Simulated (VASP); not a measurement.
# C (Fd-3m) in VASP: notebook

Runs on C. Level: LDA. Tasks: single point.

Everything below comes from runs of VASP 6.6.1. Logs are shortened: lines on timing, memory, paths and dates and some standing lists are left out, and cuts for length are marked.

## 1. The undisturbed crystal

It takes space group Fd-3m (No. 227, cubic). Conventional cell: a = 3.567 Å, b = 3.567 Å, c = 3.567 Å, α = 90.00°, β = 90.00°, γ = 90.00°. C (site symmetry -43m) is surrounded by 4 C at 1.54 Å.

This isn't the form of C at room conditions, which is graphite.

## 2. Single point, LDA (grid = ENCUT=400 dk=0.35 cell=2x2x2 ISMEAR=0 SIGMA=0.05 LREAL=Auto EDIFF=1e-06)

The input, INCAR:

```
SYSTEM = C
PREC = Accurate ; ENCUT = 400
EDIFF = 1E-6 ; ISMEAR = 0
SIGMA = 0.05 ; LREAL = Auto
LASPH = .TRUE. ; NELM = 120
ALGO = Fast ; ISIF = 2
LWAVE = .FALSE. ; LCHARG = .FALSE.
NBANDS = 40
```

The input, KPOINTS:

```
Automatic mesh
0
G
  5 5 5
  0 0 0
```

The input, POSCAR:

```
C
1.0
    0.0000000000      3.5667400000      3.5667400000
    3.5667400000      0.0000000000      3.5667400000
    3.5667400000      3.5667400000      0.0000000000
C
16
Direct
    0.3750000000      0.3750000000      0.3750000000
    0.3750000000      0.3750000000      0.8750000000
    0.3750000000      0.8750000000      0.3750000000
    0.3750000000      0.8750000000      0.8750000000
    0.8750000000      0.3750000000      0.3750000000
    0.8750000000      0.3750000000      0.8750000000
    0.8750000000      0.8750000000      0.3750000000
    0.8750000000      0.8750000000      0.8750000000
    0.2500000000      0.2500000000      0.2500000000
    0.2500000000      0.2500000000      0.7500000000
    0.2500000000      0.7500000000      0.2500000000
    0.2500000000      0.7500000000      0.7500000000
    0.7500000000      0.2500000000      0.2500000000
    0.7500000000      0.2500000000      0.7500000000
    0.7500000000      0.7500000000      0.2500000000
    0.7500000000      0.7500000000      0.7500000000
```

Potentials or basis: VASP PAW LDA potentials, release 64 (C).

On the command line:

```console
$ cat potpaw_LDA.64/C/POTCAR > POTCAR
$ mpirun -np 1 vasp_std > vasp.out
```

OUTCAR:

```text
SYSTEM = C
   PREC = Accurate
   ENCUT = 400
   EDIFF = 1E-6
   ISMEAR = 0
   LREAL = Auto
   LASPH = .TRUE.
   NELM = 120
   ISIF = 2

 Found     10 irreducible k-points:

 Following reciprocal coordinates:
            Coordinates               Weight
  0.000000  0.000000  0.000000      1.000000
  0.200000  0.000000  0.000000      8.000000
  0.400000  0.000000  0.000000      8.000000
  0.200000  0.200000  0.000000      6.000000
  0.400000  0.200000  0.000000     24.000000
 -0.400000  0.200000  0.000000     24.000000
   k-points           NKPTS =     10   k-points in BZ     NKDIM =     10   number of bands    NBANDS=     40
   number of dos      NEDOS =    301   number of ions     NIONS =     16
   total plane-waves  NPLWV =  46656
   dimension x,y,z NGX =    36 NGY =   36 NGZ =   36
   dimension x,y,z NGXF=    72 NGYF=   72 NGZF=   72
   ions per type =              16
   NGX,Y,Z   is equivalent  to a cutoff of  11.86, 11.86, 11.86 a.u.
   NGXF,Y,Z  is equivalent  to a cutoff of  23.73, 23.73, 23.73 a.u.
 SYSTEM =  C
   PREC   = accura    normal or accurate (medium, high low for compatibility)
   ISTART =      0    job   : 0-new  1-cont  2-samecut
   ICHARG =      2    charge: 1-file 2-atom 10-const
   ISPIN  =      1    spin polarized calculation?
   LNONCOLLINEAR =      F non collinear calculations
   LSORBIT =      F    spin-orbit coupling
   LASPH  =      T    aspherical Exc in radial PAW
   ENCUT  =  400.0 eV  29.40 Ry    5.42 a.u.   8.23  8.23  8.23*2*pi/ulx,y,z
   NELM   =    120;   NELMIN=  2; NELMDL= -5     # of ELM steps
   EDIFF  = 0.1E-05   stopping-criterion for ELM
   LREAL  =      T    real-space projection
   EDIFFG = 0.1E-04   stopping-criterion for IOM
   NSW    =      0    number of steps for IOM
   IBRION =     -1    ionic relax: 0-MD 1-quasi-New 2-CG
   NFREE  =      0    steps in history (QN), initial steepest desc. (CG)
   ISIF   =      2    stress and relaxation
   ISYM   =      2    0-nonsym 1-usesym 2-fastsym
   POTIM  = 0.5000    time-step for ionic-motion
   TEBEG  =    0.0;   TEEND  =   0.0 temperature during run
   PSTRESS=    0.0 pullay stress
   NELECT =      64.0000    total number of electrons
   NUPDOWN=      -1.0000    fix difference up-down
   EMIN   =  10.00;   EMAX   =-10.00  energy-range for DOS
   EFERMI =   0.00;   METHOD = LEGACY
   ISMEAR =     0;   SIGMA  =   0.05  broadening in eV -4-tet -1-fermi 0-gaus
   EFERMI_NEDOS =   21; number of points for ismear=-14 and -15
   IALGO  =     68    algorithm
   IMIX   =      4    mixing-type and parameters
     AMIX     =   0.40;   BMIX     =  1.00
     AMIX_MAG =   1.60;   BMIX_MAG =  1.00
  volume/ion in A,a.u.               =       5.67        38.28
  Fermi-wavevector in a.u.,A,eV,Ry     =   1.457203  2.753714 28.891161  2.123440
  Thomas-Fermi vector in A             =   2.574032
   LORBIT       =      0    0 simple, 1 ext, 2 COOP (PROOUT), +10 PAW based schemes
   GGA     = CA    functional components
   LHFCALC =     F    Hartree Fock is set to
   AEXX    =    0.0000 exact exchange contribution
   IVDW    =     0    specifies the selected vdW correction
   LEPSILON=     F    determine dielectric tensor
   LRPA    =     F    only Hartree local field effects (RPA)
 non-spin polarized calculation
 RMM-DIIS sequential band-by-band and
 Gauss-broadening in eV      SIGMA  =   0.05
  energy-cutoff  :      400.00
  volume of cell :       90.75
 maximum number of plane-waves:      1654
 NGX is ok and might be reduce to    36
   NGX = 17   NGY = 17   NGZ = 17

 number of electron      64.0000025 magnetization

 Free energy of the ion-electron system (eV)
  ---------------------------------------------------
  ext. energy  EPLUGINS =         0.00000000
  ---------------------------------------------------
  free energy    TOTEN  =      -161.97797548 eV

  energy without entropy =     -161.97797548  energy(sigma->0) =     -161.97797548

 E-fermi :  10.0033     XC(G=0): -13.5000

 val. band max:        9.7437474039   @ k =   0.0000   0.0000   0.0000
 cond. band min:      13.8577381554   @ k =   0.2000   0.2000   0.0000
 fundamental gap:      4.1139907515
 Fermi energy:        10.0032576939

 k-point     1 :       0.0000    0.0000    0.0000
  band No.  band energies     occupation
      1     -11.5984      2.00000
      2      -5.7585      2.00000
      3      -5.7585      2.00000
      4      -5.7585      2.00000
      5      -5.7585      2.00000
      6      -3.6377      2.00000
[... 32 lines left out ...]
     39      15.2862      0.00000
     40      15.2862      0.00000

 k-point     2 :       0.2000    0.0000    0.0000
  band No.  band energies     occupation
      1     -11.3218      2.00000
      2      -7.3218      2.00000
      3      -5.8330      2.00000
      4      -5.8330      2.00000
      5      -5.8330      2.00000
      6      -4.2962      2.00000
[... 32 lines left out ...]
     39      15.9691      0.00000
     40      16.2243      0.00000

 k-point     3 :       0.4000    0.0000    0.0000
  band No.  band energies     occupation
      1     -10.4969      2.00000
      2      -9.1422      2.00000
      3      -5.7527      2.00000
      4      -5.7527      2.00000
      5      -5.7527      2.00000
      6      -5.2593      2.00000
[... 32 lines left out ...]
     39      16.9973      0.00000
     40      17.0104      0.00000

 k-point     4 :       0.2000    0.2000    0.0000
  band No.  band energies     occupation
      1     -11.2298      2.00000
      2      -6.4329      2.00000
      3      -6.4329      2.00000
      4      -6.4329      2.00000
      5      -6.4329      2.00000
      6      -5.8779      2.00000
[... 32 lines left out ...]
     39      15.8600      0.00000
     40      16.8285      0.00000

 k-point     5 :       0.4000    0.2000    0.0000
  band No.  band energies     occupation
      1     -10.5879      2.00000
      2      -8.3441      2.00000
      3      -7.0096      2.00000
      4      -6.6328      2.00000
      5      -6.6328      2.00000
      6      -5.1872      2.00000
[... 32 lines left out ...]
     39      17.8074      0.00000
     40      18.0483      0.00000

 k-point     6 :      -0.4000    0.2000    0.0000
  band No.  band energies     occupation
      1      -9.8607      2.00000
      2      -9.4095      2.00000
      3      -7.6342      2.00000
      4      -6.3459      2.00000
      5      -6.3459      2.00000
      6      -4.5276      2.00000
[... 32 lines left out ...]
     39      17.0988      0.00000
     40      17.0989      0.00000

 [... further k-points ...]

------------------------ aborting loop because EDIFF is reached ----------------------------------------

  FORCE on cell =-STRESS in cart. coord.  units (eV):
  Direction    XX          YY          ZZ          XY          YZ          ZX
  --------------------------------------------------------------------------------------
  -------------------------------------------------------------------------------------
  Total       -8.7774242     -8.7774242     -8.7774242      0.0000000      0.0000000     -0.0000000
  in kB     -154.9648919   -154.9648919   -154.9648919      0.0000000      0.0000000     -0.0000000
  external PRESSURE =    -154.9648919 kB  Pullay stress =       0.0000000 kB

 VOLUME and BASIS-vectors are now :
 -----------------------------------------------------------------------------
  energy-cutoff  :      400.00
  volume of cell :       90.75
      direct lattice vectors                 reciprocal lattice vectors
     0.000000000  3.566740000  3.566740000    -0.140184034  0.140184034  0.140184034
     3.566740000  0.000000000  3.566740000     0.140184034 -0.140184034  0.140184034
     3.566740000  3.566740000  0.000000000     0.140184034  0.140184034 -0.140184034

 POSITION                                       TOTAL-FORCE (eV/Angst)
 -----------------------------------------------------------------------------------
      2.67505      2.67505      2.67505         0.000000      0.000000      0.000000
      4.45843      4.45843      2.67505         0.000000     -0.000000      0.000000
      4.45843      2.67505      4.45843         0.000000     -0.000000      0.000000
      6.24179      4.45843      4.45843         0.000000     -0.000000      0.000000
      2.67505      4.45843      4.45843         0.000000      0.000000      0.000000
      4.45843      6.24179      4.45843         0.000000     -0.000000      0.000000
[... 8 lines left out ...]
      3.56674      3.56674      5.35011        -0.000000      0.000000      0.000000
      5.35011      5.35011      5.35011        -0.000000     -0.000000     -0.000000
 -----------------------------------------------------------------------------------
    total drift:                                0.000000     -0.000000     -0.000000

  FREE ENERGIE OF THE ION-ELECTRON SYSTEM (eV)
  ---------------------------------------------------
  free  energy   TOTEN  =      -161.9779754839 eV

  energy  without entropy=     -161.9779754839  energy(sigma->0) =     -161.97797548
```

It took 64 s on 1 thread of Intel Xeon Platinum 8375C at 2.90GHz (Ice Lake), shared host; peak memory 0.17 GiB.

These settings aren't checked as converged: the numbers below hold their error.

Results:

```yaml
Free_energy: -161.9780 eV
Band_gap_on_the_k_mesh: 4.11 eV
```

Caveat: the cutoff is under 1.25 times the usual one of these potentials, so pressure, stress and relaxed cells hold a basis-set (Pulay) error; an odd mesh through Γ misses points on the zone boundary, where band edges often lie.

## 3. Single point, LDA (grid = ENCUT=650 dk=0.45 cell=2x2x2 ISMEAR=0 SIGMA=0.05 LREAL=Auto EDIFF=1e-06)

Edit INCAR of step 2 so:

```diff
@@ -1,3 +1,3 @@
 SYSTEM = C
-PREC = Accurate ; ENCUT = 400
+PREC = Accurate ; ENCUT = 650
 EDIFF = 1E-6 ; ISMEAR = 0
```

The input, KPOINTS:

```
Automatic mesh
0
G
  4 4 4
  0 0 0
```

POSCAR is that of step 2.

Potentials or basis: VASP PAW LDA potentials, release 64 (C).

On the command line:

```console
$ cat potpaw_LDA.64/C/POTCAR > POTCAR
$ mpirun -np 1 vasp_std > vasp.out
```

Run time: 65 s. Hardware: 1 thread of Intel Xeon Platinum 8375C at 2.90GHz (Ice Lake), shared host; peak memory 0.2 GiB.

These settings aren't checked as converged: the numbers below hold their error.

What came out:

```yaml
Free_energy: -161.9622 eV
Pressure: -12.6 GPa
Band_gap_on_the_k_mesh: 4.10 eV
```

## 4. Single point, LDA (grid = ENCUT=400 dk=1.6 cell=2x2x1 ISMEAR=0 SIGMA=0.05 LREAL=Auto EDIFF=1e-06)

The input, INCAR:

```
PREC     = Accurate       # precision mode
ENCUT    = 400            # plane-wave cutoff, eV
EDIFF    = 1E-6           # SCF threshold, eV
ISMEAR   = 0              # smearing method
SIGMA    = 0.05           # smearing width, eV
LREAL    = Auto         
LASPH    = T              # aspherical terms in the spheres
NELM     = 120            # most SCF steps
ALGO     = Fast           # electronic algorithm
ISIF     = 2              # what is computed and relaxed
LWAVE    = F              # write WAVECAR
LCHARG   = F              # write CHGCAR
NBANDS   = 22             # bands
```

The input, KPOINTS:

```
regular mesh
0
Gamma
  2 2 2
```

The input, POSCAR:

```
C
1.0
    0.0000000000      3.5667400000      3.5667400000
    3.5667400000      0.0000000000      3.5667400000
    1.7833700000      1.7833700000      0.0000000000
C
7
Direct
    0.3750000000      0.8750000000      0.7500000000
    0.8750000000      0.3750000000      0.7500000000
    0.8750000000      0.8750000000      0.7500000000
    0.2500000000      0.2500000000      0.5000000000
    0.2500000000      0.7500000000      0.5000000000
    0.7500000000      0.2500000000      0.5000000000
    0.7500000000      0.7500000000      0.5000000000
```

On the command line:

```console
$ cat potpaw_LDA.64/C/POTCAR > POTCAR
$ mpirun -np 1 vasp_std > vasp.out
```

Run time: 15 s. Hardware: 1 thread of AMD EPYC 7R13 (Zen 3), shared host; peak memory 0.1 GiB.

These settings aren't checked as converged: the numbers below hold their error.

What came out:

| Quantity | Value |
| --- | --- |
| Free energy | -63.7869 eV |
| Largest force | 2.967 eV/Å |
| Band gap on the k mesh | none (metal or under the smearing width) |

Caveat: the k mesh is coarse (spacing up to 1.53 Å⁻¹), so the values aren't converged; the cutoff is under 1.25 times the usual one of these potentials, so pressure, stress and relaxed cells hold a basis-set (Pulay) error.

## 5. Single point, LDA (grid = ENCUT=400 dk=0.9 cell=2x2x1 ISMEAR=0 SIGMA=0.05 LREAL=Auto EDIFF=1e-06)

INCAR is that of step 4.

The input, KPOINTS:

```
regular mesh
0
Gamma
  4 4 4
```

POSCAR is that of step 4.

On the command line:

```console
$ cat potpaw_LDA.64/C/POTCAR > POTCAR
$ mpirun -np 1 vasp_std > vasp.out
```

It took 54 s on 1 thread of AMD EPYC 7R13 (Zen 3), shared host; peak memory 0.1 GiB.

The run converged, but some of its settings lie outside the range that counts as converged, so its numbers aren't taken as properties of the crystal.

What came out:

```yaml
Free_energy: -64.6528 eV
Largest_force: 3.380 eV/Å
Band_gap_on_the_k_mesh: none (metal or under the smearing width)
```

Caveat: the k mesh is coarse (spacing up to 0.76 Å⁻¹), so the values aren't converged; the cutoff is under 1.25 times the usual one of these potentials, so pressure, stress and relaxed cells hold a basis-set (Pulay) error.

## 6. Single point, LDA (grid = ENCUT=400 dk=0.6 cell=2x2x1 ISMEAR=0 SIGMA=0.05 LREAL=Auto EDIFF=1e-06)

INCAR is that of step 5.

The input, KPOINTS:

```
regular mesh
0
Gamma
  6 6 6
```

POSCAR is that of step 5.

Potentials or basis: VASP PAW LDA potentials, release 64 (C).

On the command line:

```console
$ cat potpaw_LDA.64/C/POTCAR > POTCAR
$ mpirun -np 1 vasp_std > vasp.out
```

Wall time 1.9 min (1 thread of AMD EPYC 7R13 (Zen 3), shared host); peak memory 0.11 GiB.

The run converged, but some of its settings lie outside the range that counts as converged, so its numbers aren't taken as properties of the crystal.

What came out:

```yaml
Free_energy: -64.6982 eV
Largest_force: 3.240 eV/Å
Band_gap_on_the_k_mesh: none (metal or under the smearing width)
```

Caveat: the k mesh is coarse (spacing up to 0.51 Å⁻¹), so the values aren't converged; the cutoff is under 1.25 times the usual one of these potentials, so pressure, stress and relaxed cells hold a basis-set (Pulay) error.
